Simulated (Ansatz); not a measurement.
Sc: enthalpies of structure types against pressure

All-electron LAPW in Ansatz 0.2.0 under PBE, scalar-relativistic, energies extrapolated to zero smearing. Each structure type was compressed from its own relaxed volume, symmetry kept and shape relaxed on PAW files, and E(V) was fitted to energies and pressures; H = E + pV has no temperature or zero-point term. Only these types were tried: omega (P6/mmm, 8×8×11 mesh, 24.49 Å³/atom at rest); dhcp (P6_3/mmc, 12×12×4 mesh, 24.63 Å³/atom at rest); bcc (Im-3m, 16×16×16 mesh, 24.89 Å³/atom at rest); sc (Pm-3m, 13×13×13 mesh, 26.21 Å³/atom at rest); diamond (Fd-3m, 12×12×12 mesh, 34.87 Å³/atom at rest); hcp (P6_3/mmc, 13×13×7 mesh, 24.70 Å³/atom at rest); beta tin (I4_1/amd, 14×14×14 mesh, 24.76 Å³/atom at rest); fcc (Fm-3m, 16×16×16 mesh, 24.73 Å³/atom at rest); simple hexagonal (P6/mmm, 15×15×14 mesh, 25.35 Å³/atom at rest). Spin polarisation is left out. Spin–orbit coupling is left out; Fermi–Dirac smearing is 0.05 to 0.1 eV. Enthalpies carry a few meV/atom of noise from meshes and fits.

**Question.** Which type is lowest at zero pressure, and what follows up to 29 GPa?

**Answer.** Among the types tried, hcp is lowest at zero pressure; dhcp takes over from hcp near 22 GPa, with a volume step of -1.1 %. Enthalpies against hcp:

```tsv
p (GPa)	omega (meV/atom)	dhcp (meV/atom)	bcc (meV/atom)	sc (meV/atom)	diamond (meV/atom)	hcp (meV/atom)	beta tin (meV/atom)	fcc (meV/atom)	simple hexagonal (meV/atom)
0	60	24	106	767	1993	0	413	49	426
0.86	59	24	107	775	2038	0	414	49	430
2.3	58	23	109	785	2098	0	413	49	434
4.3	55	22	111	794	2149	0	410	48	437
8.6	49	18	114	801	2161	0	397	44	435
14	41	11	115	792	2100	0	375	36	426
21	31	2	116	765	2002	0	340	25	409
27	22	-6	117	734	1918	0	308	16	391
```
